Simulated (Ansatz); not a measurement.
Runs of Ansatz 0.2.0 on NaCl. It takes space group Fm-3m (No. 225, cubic). The conventional cell has a = 5.588 Å, b = 5.588 Å, c = 5.588 Å, α = 90.00°, β = 90.00°, γ = 90.00°. Around Cl (site symmetry m-3m) lie 6 Na at 2.79 Å. Around Na (site symmetry m-3m) lie 6 Cl at 2.79 Å. The cell is a database's computed one.

| task | level | potentials or basis | cell | k mesh | cutoff (eV) | smearing | share of exact exchange | screening of exact exchange | basis error allowed | mesh quality | gap on the mesh (eV) | pressure (GPa) | relaxed volume (Å³/atom) |
| --- | --- | --- | --- | --- | --- | --- | --- | --- | --- | --- | --- | --- | --- |
| single point | PBE | all-electron LAPW, scalar-relativistic | as given | 5 × 5 × 5 | 141 | fermi-dirac 0.04 eV | - | - | 0.004 eV/atom | not flagged | 5.22 | (c) | - |
| relaxation of cell and atoms | PBE+D4 | all-electron LAPW, scalar-relativistic | relaxed | 8 × 8 × 8 | - | fermi-dirac 0.05 eV | - | - | 0.001 eV/atom | not flagged | 5.12 | 0.0 | 22.38 |
| single point | HSE(alpha, omega) | all-electron PAW datasets made for the crystal | as given | 4 × 4 × 4 | 200 | fermi-dirac 0.05 eV | 0.25 | 0.1 1/A | - | coarse | 6.95 | - | - |
| relaxation of cell and atoms | revPBE+D3(BJ) | all-electron LAPW, scalar-relativistic | relaxed | 8 × 8 × 8 | - | fermi-dirac 0.05 eV | - | - | 0.001 eV/atom | not flagged | 5.49 | 0.0 | 21.81 |
| Born charges and dielectric tensor | LDA | all-electron PAW datasets made for the crystal | as given | 8 × 8 × 8 | 200 | fixed | - | - | - | not flagged | 4.80 | - | - |
| Born charges and dielectric tensor | PBEsol | all-electron PAW datasets made for the crystal | as given | 8 × 8 × 8 | 200 | fixed | - | - | - | not flagged | 5.04 | - | - |
| relaxation of cell and atoms | PBEsol | all-electron LAPW, scalar-relativistic | relaxed | 8 × 8 × 8 | - | fermi-dirac 0.05 eV | - | - | 0.001 eV/atom | not flagged | 5.01 | 0.0 | (b) |
| relaxation of cell and atoms | RPBE+D3(BJ) | all-electron LAPW, scalar-relativistic | relaxed | 8 × 8 × 8 | - | fermi-dirac 0.05 eV | - | - | 0.001 eV/atom | not flagged | 6.46 | 0.0 | (a) |
| single point | HSE(alpha, omega) | all-electron PAW datasets made for the crystal | as given | 4 × 4 × 4 | 200 | fermi-dirac 0.05 eV | 0.25 | 0.6 1/A | - | coarse | 5.82 | - | - |
| band structure | BLYP | all-electron LAPW, scalar-relativistic | as given | 8 × 8 × 8 | 169 | fermi-dirac 0.05 eV | - | - | 0.001 eV/atom | not flagged | 5.25 | 2.5 | - |
| phonons | PBE | all-electron LAPW, scalar-relativistic | as given | 6 × 6 × 6 | 181 | fermi-dirac 0.05 eV | - | - | 0.001 eV/atom | not flagged | 5.22 | - | - |
| relaxation of cell and atoms | revPBE | all-electron LAPW, scalar-relativistic | relaxed | 8 × 8 × 8 | - | fermi-dirac 0.05 eV | - | - | 0.001 eV/atom | not flagged | 5.04 | 0.0 | 24.73 |

Alike in all rows: no spin polarisation.

Question: Fill in the values left out.

Answer: (a) 17.84; (b) 21.98; (c) 1.6.

Caveats: some runs use coarse meshes; the program warned that the printed levels may be off, so bands, gaps and densities of states are rough (some runs); an odd mesh through Γ misses points on the zone boundary, where band edges often lie (some runs); the volume moved by over 15 % at a fixed basis, so the end points are rough (some runs).

Not every run made on this cell is shown here.
